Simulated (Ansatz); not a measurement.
N, DFT, PBE, all-electron LAPW, scalar-relativistic (Ansatz 0.2.0), run on 1 thread of Arm Neoverse V1 on a shared host.

The cell comes from COD entry 1539196, which wasn't checked; take it as a given geometry. The listed cell was then made from it by scaling, straining or moving an atom.

Command: `ansatz run input.yaml --threads 1 --pin off --max-ram 2048MiB --backend cpu --events-out ev --progress --plain --runs-dir out`

```yaml
crystal:
  lattice:
    - [3.6290016496, 0.0, 0.0]
    - [-1.8145008248, 3.142807619, 0.0]
    - [0.0, 0.0, 5.89]
  atoms:
    - { symbol: "N", position: [0.3579211224, 0.6846661776, 0.25] }
    - { symbol: "N", position: [0.6666666667, 0.3333333333, 0.75] }
kpoints:
  mp_grid: { grid: [10, 10, 5] }
scf:
  occupations: { method: fermi_dirac, width: 0.02 }
hamiltonian:
  xc: pbe
  pseudopotentials: { kind: all_electron, lapw: { basis_error: 0.0005 } }
output:
  forces: true
  stress: true
  eigenvalues: true
```

**Question.** How large is the problem that the program sets up?

**Answer.** 156 irreducible k-points, 197 plane waves at Γ, 9 bands.

**Question.** About how long does it take, and how much memory does it use?

**Answer.** 11 s of wall time for 7 SCF iterations, with a peak of 0.3 GiB. Times on shared machines scatter by tens of per cent.

**Question.** And the same cell and mesh by PAW (frozen-core files), asked for forces, stress, eigenvalues, efg, on the same hardware?

**Answer.** 5.5 s, peak memory 0.36 GiB.

**Question.** And the same cell and mesh by crystal-made all-electron datasets, asked for forces, stress, eigenvalues, efg, on the same hardware?

**Answer.** 9 s, peak memory 0.34 GiB.
